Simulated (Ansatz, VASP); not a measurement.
Mg2Zn3O: VASP beside Ansatz

```
CELL_PARAMETERS angstrom
3.03149 0.00000 0.00000
-1.51575 2.62535 0.00000
0.00000 0.00000 22.28730
ATOMIC_POSITIONS crystal
Mg 0.66667 0.33333 0.55688
Mg 0.33333 0.66667 0.44312
Mg 0.33333 0.66667 0.05688
Mg 0.66667 0.33333 0.94312
Zn 0.00000 0.00000 0.83984
Zn 0.33333 0.66667 0.75000
Zn 0.00000 0.00000 0.66016
Zn 0.00000 0.00000 0.33984
Zn 0.66667 0.33333 0.25000
Zn 0.00000 0.00000 0.16016
O 0.00000 0.00000 0.50000
O 0.00000 0.00000 0.00000
```

Alike in both runs: functional PBE; k mesh 6 × 6 × 1; occupations gaussian, width 0.2 eV; no spin polarisation.

Ansatz relaxed the structure, and its values are those at the end. VASP's run is a single point on that final structure, the one shown.

```csv
,VASP,Ansatz
version,VASP 6.6.1,Ansatz 0.2.0
potentials or method,"VASP PAW PBE potentials, release 64 (Mg, Zn, O)","scalar-relativistic, plane waves, PAW"
plane-wave cutoff (eV),520,420
valence electrons in the cell,92,124
```

VASP gave:

| Property | Result |
| --- | --- |
| gap on the k mesh at the Fermi level (eV) | none |
| pressure (GPa) | 0.0 |
| rms of the force components (eV/Å) | 0.009 |

Task: Estimate Ansatz's values.

Result: gap on the k mesh at the Fermi level (eV): none; pressure (GPa): 0.1; rms of the force components (eV/Å): 0.012.

A gap of «none» marks a metal or a gap that the smearing closes. The two sets of potentials don't hold the same shells in valence.

Caveats: the k mesh is coarse (spacing up to 0.40 Å⁻¹), so the values aren't converged.
